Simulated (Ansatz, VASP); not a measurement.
## WC (Qusongite): VASP beside Ansatz

The input INCAR:

```
SYSTEM = WC
PREC = Accurate
ENCUT = 520
EDIFF = 1E-7
ISMEAR = -1
SIGMA = 0.05
LREAL = .False.
LASPH = .True.
NELM = 60
ALGO = Normal
ISIF = 2
LWAVE = .False.
LCHARG = .False.
GGA = CA
NBANDS = 16
```

Contents of KPOINTS:

```
Automatic mesh
0
Gamma
  10 10 9
  0 0 0
```

Contents of POSCAR:

```
WC
1.0
    2.8672181576      0.0000000000      0.0000000000
   -1.4336090788      2.4830837627      0.0000000000
    0.0000000000      0.0000000000      2.7982628680
W C
1 1
Direct
    0.0000000000      0.0000000000      0.0000000000
    0.6666666667      0.3333333333      0.5000000000
```

File input.yaml:

```yaml
crystal:
  lattice:
    - [2.8672181576, 0.0, 0.0]
    - [-1.4336090788, 2.4830837627, 0.0]
    - [0.0, 0.0, 2.798262868]
  atoms:
    - { symbol: W, position: [0.0, 0.0, 0.0] }
    - { symbol: C, position: [0.6666666667, 0.3333333333, 0.5] }
hamiltonian:
  xc: lda
  pseudopotentials: { kind: paw }
kpoints:
  mp_grid: { grid: [10, 10, 9] }
scf:
  occupations: { method: fermi_dirac, width: 0.05 }
output:
  forces: true
  stress: true
  eigenvalues: true
```

Alike in both runs: task single point; functional LDA; k mesh 10 × 10 × 9; occupations fermi-dirac, width 0.05 eV; no spin polarisation.

|  | VASP | Ansatz |
| --- | --- | --- |
| version | VASP 6.6.1 | Ansatz 0.2.0 |
| potentials or method | VASP PAW LDA potentials, release 64 (W_sv, C) | Ansatz PAW |
| plane-wave cutoff (eV) | 520 | 420 |
| valence electrons in the cell | 18 | 18 |

VASP gave:

| Property | Result |
| --- | --- |
| gap on the k mesh at the Fermi level (eV) | none |
| pressure (GPa) | 10.3 |
| largest component of the traceless stress (GPa) | 0.40 |

**Question.** Estimate Ansatz's values.

**Answer.** gap on the k mesh at the Fermi level (eV): none; pressure (GPa): 7.4; largest component of the traceless stress (GPa): 0.04.

A gap of «none» marks a metal or a gap that the smearing closes.

Caveats: the pressure holds a Pulay correction of +0.4 GPa for the finite cutoff (Ansatz); the PAW data sets come from PBE, with cores solved anew for the run's functional, which leaves a small shift of forces and pressure (Ansatz). Spin-orbit coupling is left out, which matters for the levels of W.
